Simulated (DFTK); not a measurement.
A run of DFTK 0.8.2 is set up as follows.

run.jl

```julia
using DFTK
using PseudoPotentialData
using Unitful, UnitfulAtomic
using LinearAlgebra, Printf
include("save.jl")
disable_threading()

# lattice vectors are the columns
lattice = austrip(1u"Å") * [           0.0         2.4385         2.4385;
                   2.4385            0.0         2.4385;
                   2.4385         2.4385            0.0]
symbols   = [:Y, :N]
positions = [[0.0, 0.0, 0.0],
             [0.5, 0.5, 0.5]]
pseudopotentials = PseudoFamily("dojo.nc.sr.pbe.v0_4_1.standard.upf")
elements = Dict(s => ElementPsp(s, pseudopotentials) for s in unique(symbols))
atoms    = [elements[s] for s in symbols]

build_model(lattice, positions; symmetries=true) =
    model_DFT(lattice, atoms, positions;
              functionals=PBE(),
              temperature=austrip(0.05u"eV"),
              smearing=Smearing.FermiDirac(),
              symmetries)
Ecut  = 42.0  # hartree
kgrid = [9, 9, 9]
tol   = 1e-6
to_GPa = ustrip(uconvert(u"GPa", 1u"hartree/bohr^3"))

results["points"] = []
for scale in [0.94, 0.96, 0.98, 1.0, 1.02, 1.04, 1.06]
    println("\n=== scale = ", scale)
    model = build_model(cbrt(scale) * lattice, positions)
    basis = PlaneWaveBasis(model; Ecut, kgrid)
    t0 = time()
    scfres = self_consistent_field(basis;
                                   tol,
                                   nbandsalg=AdaptiveBands(model; n_bands_converge=13))
    seconds = time() - t0
    @printf "SCF: %d iterations, %.1f s\n" scfres.n_iter seconds
    forces = compute_forces_cart(scfres)
    stress = compute_stresses_cart(scfres)
    @printf "V = %.5f Å^3  F = %.8f Ha  max force = %.5f eV/Å  p = %.4f GPa\n" ustrip(auconvert(u"Å^3", model.unit_cell_volume)) scfres.energies.total ustrip(auconvert(u"eV/Å", maximum(norm, forces))) (-tr(stress) / 3 * to_GPa)
    push!(results["points"], save_scf!(scfres; forces, stress, d=Dict{String,Any}("seconds" => seconds, "n_matvec" => get(scfres, :n_matvec, 0))))
end

# third-order Birch-Murnaghan fit in x = V^(-2/3)
V = [0.94, 0.96, 0.98, 1.0, 1.02, 1.04, 1.06] * abs(det(lattice))
E = [p["total"] for p in results["points"]]
x = V .^ (-2 / 3)
c = [x .^ 0 x x .^ 2 x .^ 3] \ E
Δ = c[3]^2 - 3c[2] * c[4]
if Δ > 0
    x0 = (-c[3] + sqrt(Δ)) / 3c[4]
    B0 = 4 / 9 * x0^(7 / 2) * (2c[3] + 6c[4] * x0)
    @printf "V0 = %.4f Å^3  B0 = %.2f GPa\n" ustrip(auconvert(u"Å^3", x0^(-3 / 2))) B0 * to_GPa
end
```

Potentials or basis: dojo.nc.sr.pbe.v0_4_1.standard.upf (PBE).

The run is started by

```sh
$ julia --threads=1 run.jl  # save.jl only writes the numbers to a file and isn't shown; printed stress counts tension as positive; times include loading and compiling
```

Predict the pressure derivative of the bulk modulus.

4.2.

Estimate the bulk modulus.

159 GPa.

Estimate the equilibrium volume.

14.76 Å³/atom.

Energy against volume, from the lowest point:
```tsv
volume (Å³/atom)	energy (meV/atom)
13.630	49.19
13.920	26.18
14.210	10.80
14.500	2.29
14.790	0.00
15.080	3.31
15.370	11.68
```

PBE usually gives volumes a little too large and moduli too small. Zero-point motion and thermal expansion aren't in these numbers.
